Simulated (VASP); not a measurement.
# Be (Im-3m) in VASP: settings compared

The runs below take Be through single point, with PBE, PBEsol.

Everything below comes from runs of VASP 6.6.1. Logs are shortened: lines on timing, memory, paths and dates and some standing lists are left out, and cuts for length are marked.

**1. The crystal as given**

The structure is cubic, space group Im-3m (No. 229). The conventional cell has a = 2.506 Å, b = 2.506 Å, c = 2.506 Å, α = 90.00°, β = 90.00°, γ = 90.00°. Around Be (site symmetry m-3m) lie 8 Be at 2.17 Å.

This isn't the form of Be at room conditions, which is hcp.

**2. Single point, PBE (volume scaled by 1.04)**

The input, INCAR:

```
SYSTEM = Be
PREC = Accurate ; ENCUT = 520
EDIFF = 1E-6 ; ISMEAR = -1
SIGMA = 0.05 ; LREAL = .FALSE.
LASPH = .TRUE. ; NELM = 80
ALGO = Normal ; ISIF = 2
LWAVE = .FALSE. ; LCHARG = .FALSE.
GGA = PE ; NBANDS = 7
```

The input, KPOINTS:

```
Automatic mesh
0
G
  15 15 15
  0 0 0
```

The input, POSCAR:

```
Be
1.0
   -1.2696112759      1.2696112759      1.2696112759
    1.2696112759     -1.2696112759      1.2696112759
    1.2696112759      1.2696112759     -1.2696112759
Be
1
Direct
    0.0000000000      0.0000000000      0.0000000000
```

Potentials or basis: VASP PAW PBE potentials, release 64 (Be).

Command:

```console
$ cat potpaw_PBE.64/Be/POTCAR > POTCAR
$ mpirun -np 1 vasp_std > vasp.out
```

OUTCAR:

```text
SYSTEM = Be
   PREC = Accurate
   ENCUT = 520
   EDIFF = 1E-6
   ISMEAR = -1
   LREAL = .FALSE.
   LASPH = .TRUE.
   NELM = 80
   ISIF = 2
   GGA = PE

 ion  position               nearest neighbor table
   1  0.000  0.000  0.000-

  LATTYP: Found a body centered cubic cell.
 ALAT       =     2.5392225518

  Lattice vectors:

 A1 = (  -1.2696112759,   1.2696112759,   1.2696112759)
 A2 = (   1.2696112759,  -1.2696112759,   1.2696112759)
 A3 = (   1.2696112759,   1.2696112759,  -1.2696112759)

Analysis of symmetry for initial positions (statically):
=====================================================================
 Subroutine PRICEL returns:
 Original cell was already a primitive cell.

 Routine SETGRP: Setting up the symmetry group for a
 body centered cubic supercell.

 Subroutine GETGRP returns: Found 48 space group operations
 (whereof 48 operations were pure point group operations)
 out of a pool of 48 trial point group operations.

The static configuration has the point symmetry O_h .

Analysis of symmetry for dynamics (positions and initial velocities):
=====================================================================
 Subroutine PRICEL returns:
 Original cell was already a primitive cell.

 Routine SETGRP: Setting up the symmetry group for a
 body centered cubic supercell.

 Subroutine GETGRP returns: Found 48 space group operations
 (whereof 48 operations were pure point group operations)
 out of a pool of 48 trial point group operations.

The dynamic configuration has the point symmetry O_h .

 Subroutine INISYM returns: Found 48 space group operations
 (whereof 48 operations are pure point group operations),
 and found     1 'primitive' translations

----------------------------------------------------------------------------------------

                                     Primitive cell

  volume of cell :       8.1860

  direct lattice vectors                    reciprocal lattice vectors
    -1.269611276  1.269611276  1.269611276     0.000000000  0.393821329  0.393821329
     1.269611276 -1.269611276  1.269611276     0.393821329  0.000000000  0.393821329
     1.269611276  1.269611276 -1.269611276     0.393821329  0.393821329  0.000000000

  length of vectors
     2.199031236  2.199031236  2.199031236     0.556947465  0.556947465  0.556947465

  position of ions in fractional coordinates (direct lattice)
     0.000000000  0.000000000  0.000000000

  ion indices of the primitive-cell ions
   primitive index   ion index
[... 73 lines left out ...]
   EDIFF  = 0.1E-05   stopping-criterion for ELM
   LREAL  =      F    real-space projection
   EDIFFG = 0.1E-04   stopping-criterion for IOM
   NSW    =      0    number of steps for IOM
   IBRION =     -1    ionic relax: 0-MD 1-quasi-New 2-CG
   NFREE  =      0    steps in history (QN), initial steepest desc. (CG)
   ISIF   =      2    stress and relaxation
   ISYM   =      2    0-nonsym 1-usesym 2-fastsym
   POTIM  = 0.5000    time-step for ionic-motion
   TEBEG  =    0.0;   TEEND  =   0.0 temperature during run
   PSTRESS=    0.0 pullay stress
   NELECT =       2.0000    total number of electrons
   NUPDOWN=      -1.0000    fix difference up-down
   EMIN   =  10.00;   EMAX   =-10.00  energy-range for DOS
   EFERMI =   0.00;   METHOD = LEGACY
   ISMEAR =    -1;   SIGMA  =   0.05  broadening in eV -4-tet -1-fermi 0-gaus
   EFERMI_NEDOS =   21; number of points for ismear=-14 and -15
   IALGO  =     38    algorithm
   IMIX   =      4    mixing-type and parameters
     AMIX     =   0.40;   BMIX     =  1.00
     AMIX_MAG =   1.60;   BMIX_MAG =  1.00
  volume/ion in A,a.u.               =       8.19        55.24
  Fermi-wavevector in a.u.,A,eV,Ry     =   1.023436  1.934014 14.251034  1.047421
  Thomas-Fermi vector in A             =   2.157169
   LORBIT       =      0    0 simple, 1 ext, 2 COOP (PROOUT), +10 PAW based schemes
   GGA     = PE    functional components
   LHFCALC =     F    Hartree Fock is set to
   AEXX    =    0.0000 exact exchange contribution
   IVDW    =     0    specifies the selected vdW correction
   LEPSILON=     F    determine dielectric tensor
   LRPA    =     F    only Hartree local field effects (RPA)
 non-spin polarized calculation
  energy-cutoff  :      520.00
  volume of cell :        8.19
 maximum number of plane-waves:       236
   NGX =  9   NGY =  9   NGZ =  9

 number of electron       2.0000000 magnetization

 Free energy of the ion-electron system (eV)
  ---------------------------------------------------
  ext. energy  EPLUGINS =         0.00000000
  ---------------------------------------------------
  free energy    TOTEN  =        -3.65958214 eV

  energy without entropy =       -3.65838105  energy(sigma->0) =       -3.65898160

 E-fermi :   7.5159     XC(G=0): -10.4987

 val. band max:        7.5106187062   @ k =   0.2667   0.2667   0.2000
 cond. band min:       7.6009515773   @ k =  -0.4000  -0.4000   0.1333
 fundamental gap:      0.0903328711
 Fermi energy:         7.5158818718

 k-point     1 :       0.0000    0.0000    0.0000
  band No.  band energies     occupation
      1      -4.4174      2.00000
      2      26.3100      0.00000
      3      26.3100      0.00000
      4      26.3100      0.00000
      5      37.5208      0.00000
      6      37.5208      0.00000
      7      37.5208      0.00000
[... 221 lines left out ...]
 k-point    24 :       0.4000    0.2000    0.0000
  band No.  band energies     occupation
      1       3.8815      2.00000
      2       7.8871      0.00119
      3      14.8868      0.00000
      4      20.4142      0.00000
      5      33.4428      0.00000
      6      35.6048      0.00000
      7      40.5988      0.00000

 [... further k-points ...]

------------------------ aborting loop because EDIFF is reached ----------------------------------------

  FORCE on cell =-STRESS in cart. coord.  units (eV):
  Direction    XX          YY          ZZ          XY          YZ          ZX
  --------------------------------------------------------------------------------------
  -------------------------------------------------------------------------------------
  Total       -0.2637407     -0.2637407     -0.2637407      0.0000000      0.0000000     -0.0000000
  in kB      -51.6197042    -51.6197042    -51.6197042      0.0000000      0.0000000     -0.0000000
  external PRESSURE =     -51.6197042 kB  Pullay stress =       0.0000000 kB

 VOLUME and BASIS-vectors are now :
 -----------------------------------------------------------------------------
  energy-cutoff  :      520.00
  volume of cell :        8.19
      direct lattice vectors                 reciprocal lattice vectors
    -1.269611276  1.269611276  1.269611276     0.000000000  0.393821329  0.393821329
     1.269611276 -1.269611276  1.269611276     0.393821329  0.000000000  0.393821329
     1.269611276  1.269611276 -1.269611276     0.393821329  0.393821329  0.000000000

 POSITION                                       TOTAL-FORCE (eV/Angst)
 -----------------------------------------------------------------------------------
      0.00000      0.00000      0.00000         0.000000     -0.000000     -0.000000
 -----------------------------------------------------------------------------------
    total drift:                                0.000000      0.000000      0.000000

  FREE ENERGIE OF THE ION-ELECTRON SYSTEM (eV)
  ---------------------------------------------------
  free  energy   TOTEN  =        -3.6595821374 eV

  energy  without entropy=       -3.6583810536  energy(sigma->0) =       -3.65898160
```

stdout:

```text
POSCAR found type information on POSCAR Be
 POSCAR found :  1 types and       1 ions
 scaLAPACK will be used
 LDA part: xc-table for (Slater+PW92), standard interpolation
 POSCAR, INCAR and KPOINTS ok, starting setup
 FFT: planning ... GRIDC
 FFT: planning ... GRID_SOFT
 FFT: planning ... GRID
 WAVECAR not read
 entering main loop
```

It took 7.1 s on 1 thread of AMD EPYC 7R43 (Zen 3), shared host; peak memory 0.07 GiB.

Results:

| Item | Value |
| --- | --- |
| Free energy | -3.6596 eV |
| Pressure | -5.2 GPa |
| Band gap on the k mesh | none (metal or under the smearing width) |

Levels at points of the mesh, in eV from the Fermi level:
| k point | band 1 | band 2 | band 3 | band 4 | band 5 | band 6 |
| --- | --- | --- | --- | --- | --- | --- |
| (0.00, 0.00, 0.00) | -11.93 | 18.79 | 18.79 | 18.79 | 30.00 | 30.00 |

**3. Single point, PBE (volume scaled by 1.06)**

The input, INCAR:

```
PREC = Accurate
ENCUT = 520
EDIFF = 1E-6
ISMEAR = -1
SIGMA = 0.05
LREAL = F
LASPH = T
NELM = 100
ALGO = Fast
ISIF = 2
LWAVE = F
LCHARG = F
GGA = PE
NBANDS = 7
```

The input, KPOINTS:

```
regular mesh
0
Gamma
  15 15 15
```

The input, POSCAR:

```
Be
1.0
   -1.2776981900      1.2776981900      1.2776981900
    1.2776981900     -1.2776981900      1.2776981900
    1.2776981900      1.2776981900     -1.2776981900
Be
1
Direct
    0.0000000000      0.0000000000      0.0000000000
```

Potentials or basis: VASP PAW PBE potentials, release 64 (Be).

Command:

```console
$ cat potpaw_PBE.64/Be/POTCAR > POTCAR
$ mpirun -np 1 vasp_std > vasp.out
```

It took 9.4 s on 1 thread of AMD EPYC 7R43 (Zen 3), shared host; peak memory 0.08 GiB.

The run converged. Its results:

```yaml
Free_energy: -3.6535 eV
Pressure: -7.1 GPa
Band_gap_on_the_k_mesh: none (metal or under the smearing width)
```

Levels at points of the mesh, in eV from the Fermi level:
```csv
k point,band 1,band 2,band 3,band 4,band 5,band 6
"(0.00, 0.00, 0.00)",-11.83,18.49,18.49,18.49,29.64,29.64
```

**4. Single point, PBE (volume scaled by 0.98)**

The input, INCAR:

```
SYSTEM = Be
PREC = Accurate
ENCUT = 520
EDIFF = 1E-7
ISMEAR = -1
SIGMA = 0.05
LREAL = .False.
LASPH = .True.
NELM = 60
ALGO = Fast
ISIF = 2
LWAVE = .False.
LCHARG = .False.
GGA = PE
NBANDS = 7
```

The input, KPOINTS:

```
Automatic mesh
0
Gamma
  15 15 15
  0 0 0
```

The input, POSCAR:

```
Be
1.0
   -1.2447104902      1.2447104902      1.2447104902
    1.2447104902     -1.2447104902      1.2447104902
    1.2447104902      1.2447104902     -1.2447104902
Be
1
Direct
    0.0000000000      0.0000000000      0.0000000000
```

Command:

```console
$ cat potpaw_PBE.64/Be/POTCAR > POTCAR
$ mpirun -np 1 vasp_std > vasp.out
```

It took 7.5 s on 1 thread of AMD EPYC 7R43 (Zen 3), shared host; peak memory 0.07 GiB.

The run converged. Its results:

- Free energy: -3.6649 eV
- Pressure: 1.9 GPa
- Band gap on the k mesh: none (metal or under the smearing width)

Levels at points of the mesh, in eV from the Fermi level:
```
           k point  band 1  band 2  band 3  band 4  band 5
(0.00, 0.00, 0.00)  -12.27   19.76   19.76   19.76   31.19
```

**5. Single point, PBE**

The input, INCAR:

```
ALGO = Normal ; EDIFF = 1E-6
ENCUT = 520 ; GGA = PE
ISIF = 2 ; ISMEAR = -1
LASPH = True ; LCHARG = False
LREAL = False ; LWAVE = False
NBANDS = 7 ; NELM = 60
PREC = Accurate ; SIGMA = 0.05
```

The input, KPOINTS:

```
k-points
0
Gamma
  15 15 15
```

The input, POSCAR:

```
Be
1.0
   -1.2531209513      1.2531209513      1.2531209513
    1.2531209513     -1.2531209513      1.2531209513
    1.2531209513      1.2531209513     -1.2531209513
Be
1
Direct
    0.0000000000      0.0000000000      0.0000000000
```

Command:

```console
$ cat potpaw_PBE.64/Be/POTCAR > POTCAR
$ mpirun -np 1 vasp_std > vasp.out
```

Run time: 6.5 s. Hardware: 1 thread of AMD EPYC 7R43 (Zen 3), shared host; peak memory 0.08 GiB.

It converged, with:

* Free energy: -3.6655 eV
* Pressure: -0.7 GPa
* Band gap on the k mesh: none (metal or under the smearing width)

Levels at points of the mesh, in eV from the Fermi level:
```tsv
k point	band 1	band 2	band 3	band 4	band 5	band 6
(0.00, 0.00, 0.00)	-12.15	19.42	19.42	19.42	30.78	30.78
```

**6. Single point, PBEsol, collinear spin, typed start**

The input, INCAR:

```
PREC = Accurate
ENCUT = 520
EDIFF = 1E-7
ISMEAR = -1
SIGMA = 0.01
LREAL = F
LASPH = T
NELM = 150
ALGO = Normal
ISIF = 2
LWAVE = F
LCHARG = F
ISPIN = 2
MAGMOM = 0.5
LORBIT = 11
GGA = PS
NBANDS = 11
```

The input, KPOINTS:

```
Automatic mesh
0
Gamma
  15 15 15
```

POSCAR is that of step 5.

Potentials or basis: VASP PAW PBE potentials, release 64 (Be).

Command:

```console
$ cat potpaw_PBE.64/Be/POTCAR > POTCAR
$ mpirun -np 1 vasp_std > vasp.out
```

Run time: 17 s. Hardware: 1 thread of AMD EPYC 7R43 (Zen 3), shared host; peak memory 0.08 GiB.

It converged, with:

* Free energy: -3.8980 eV
* Pressure: -1.6 GPa
* Band gap on the k mesh: none (metal or under the smearing width)
* Net moment: 0.00 μB per cell
* Valence electrons inside the program's atomic spheres: Be 1.17

Levels at points of the mesh, in eV from the Fermi level:
Spin up:
```csv
k point,band 1,band 2,band 3,band 4,band 5
"(0.00, 0.00, 0.00)",-12.12,19.46,19.46,19.46,30.82
```
Spin down:
| k point | band 1 | band 2 | band 3 | band 4 | band 5 | band 6 |
| --- | --- | --- | --- | --- | --- | --- |
| (0.00, 0.00, 0.00) | -12.12 | 19.46 | 19.46 | 19.46 | 30.82 | 30.82 |

Caveat: the PAW data sets were made with another functional, which shifts forces and pressure a little.

**7. The runs side by side**

| level | spin | cell | smearing | gap on the mesh (eV) | pressure (GPa) |
| --- | --- | --- | --- | --- | --- |
| PBE | off | volume scaled by 1.04 | fermi-dirac 0.05 eV | none | -5.2 |
| PBE | off | volume scaled by 1.06 | fermi-dirac 0.05 eV | none | -7.1 |
| PBE | off | volume scaled by 0.98 | fermi-dirac 0.05 eV | none | 1.9 |
| PBE | off | as given | fermi-dirac 0.05 eV | none | -0.7 |
| PBEsol | collinear, typed start | as given | fermi-dirac 0.01 eV | none | -1.6 |

Alike in all rows: task single point; potentials or basis VASP PAW PBE potentials, release 64 (Be); k mesh 15 × 15 × 15; cutoff (eV) 520.

Caveats: the PAW data sets were made with another functional, which shifts forces and pressure a little (some runs).

Absolute energies hang on the potentials; compare differences alone.
